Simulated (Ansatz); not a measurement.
The system is Pb.

```
Pb
1.0
    -0.02632    2.51394    2.47845
     2.49876    0.04894    2.40320
     2.53016    2.47009    0.01754
Pb
1
Direct
  0.00000 0.00000 0.00000
```

The cell isn't the ideal one: cell strained at random at fixed volume.

```yaml
Program: Ansatz 0.2.0
Task: relaxation of cell and atoms
Functional: PBEsol-PBE
Potentials_or_basis: all-electron LAPW, relativistic spinors
Basis_error_allowed: 0.0005 eV/atom
k_mesh: 7 × 7 × 7
Occupations: gaussian, width 0.01 eV
Spin: spin-orbit coupling, no magnetisation
```

At the start: volume 30.32 Å³/atom.

**Question.** How do energy, volume and symmetry change on relaxing?

**Answer.** Over 5 steps the energy falls by 8.0 meV/atom and the volume is 29.77 Å³/atom (-1.8 %); space group I4/mmm (No. 139, to 0.05 Å).

The path:
```tsv
step	energy change (eV)	largest force (eV/Å)	volume (Å³)
1	0.0000	0.0000	30.32
2	-0.0073	0.0000	29.78
3	-0.0080	0.0000	29.79
4	-0.0080	0.0000	29.77
5	-0.0080	0.0000	29.77
```

Final structure:
```cif
data_structure
_symmetry_space_group_name_H-M 'P 1'
_symmetry_Int_Tables_number 1
_cell_length_a 3.4715
_cell_length_b 3.4664
_cell_length_c 3.5016
_cell_angle_alpha 59.613
_cell_angle_beta 59.664
_cell_angle_gamma 60.628
_cell_volume 29.77
loop_
_atom_site_label
_atom_site_type_symbol
_atom_site_fract_x
_atom_site_fract_y
_atom_site_fract_z
_atom_site_occupancy
Pb1 Pb 0.00000 0.00000 0.00000 1
```
